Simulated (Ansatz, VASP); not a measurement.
V in VASP and in Ansatz

The input INCAR:

```
  PREC = Accurate
  ENCUT = 600
  EDIFF = 1E-6
  ISMEAR = -1
  SIGMA = 0.08
  LREAL = False
  LASPH = True
  NELM = 150
  ALGO = Normal
  ISIF = 3
  LWAVE = False
  LCHARG = False
  ISPIN = 2
  MAGMOM = 1.5 1.5
  LORBIT = 11
  LMAXMIX = 4
  GGA = PE
  IBRION = 2
  NSW = 100
  EDIFFG = -0.005
```

File KPOINTS:

```
Automatic mesh
0
Gamma
  10 10 10
```

The input POSCAR:

```
V
1.0
    0.0000000000      2.9235357149      2.9235357149
    2.9235357149      0.0000000000      2.9235357149
    2.9235357149      2.9235357149      0.0000000000
V
2
Direct
    0.0000000000      0.0000000000      0.0000000000
    0.2500000000      0.2500000000      0.2500000000
```

Input for Ansatz:

```yaml
crystal:
  lattice:
    - [0.0, 2.9235357149, 2.9235357149]
    - [2.9235357149, 0.0, 2.9235357149]
    - [2.9235357149, 2.9235357149, 0.0]
  atoms:
    - { symbol: V, position: [0.0, 0.0, 0.0], spin: 1.5 }
    - { symbol: V, position: [0.25, 0.25, 0.25], spin: 1.5 }
magnetization:
  spin_polarized: true
kpoints:
  mp_grid: { grid: [10, 10, 10] }
scf:
  occupations: { method: fermi_dirac, width: 0.08 }
hamiltonian:
  xc: pbe
  pseudopotentials: { kind: paw }
output:
  forces: true
  stress: true
relax:
  f_tol: 0.005
  max_steps: 80
  cell: {}
```

Alike in both runs: task relaxation of cell and atoms; functional PBE; k mesh 10 × 10 × 10; occupations fermi-dirac, width 0.08 eV; collinear spin.

```csv
,VASP,Ansatz
version,VASP 6.6.1,Ansatz 0.2.0
potentials or method,"VASP PAW PBE potentials, release 64 (V_sv)","PAW with Ansatz's default frozen-core files, scalar-relativistic"
plane-wave cutoff (eV),600,420
valence electrons in the cell,26,26
```

Ansatz gave:

```
net moment per atom (μB)                                      : 1.87
size of the moment on the site where the two differ most (μB) : 1.44
relaxed volume (Å³/atom)                                      : 20.42
relaxed cell length with the largest relative difference (Å)  : 3.866
energy change over the relaxation (meV/atom)                  : -138
```

Problem. Estimate VASP's values.

Solution. net moment per atom (μB): 1.88; size of the moment on the site where the two differ most (μB): 1.70; relaxed volume (Å³/atom): 20.50; relaxed cell length with the largest relative difference (Å): 3.871; energy change over the relaxation (meV/atom): -135.

Site moments also hang on the region over which each program counts them.

Caveats: the volume moved by over 15 % at a fixed basis, so the end points are rough (VASP).
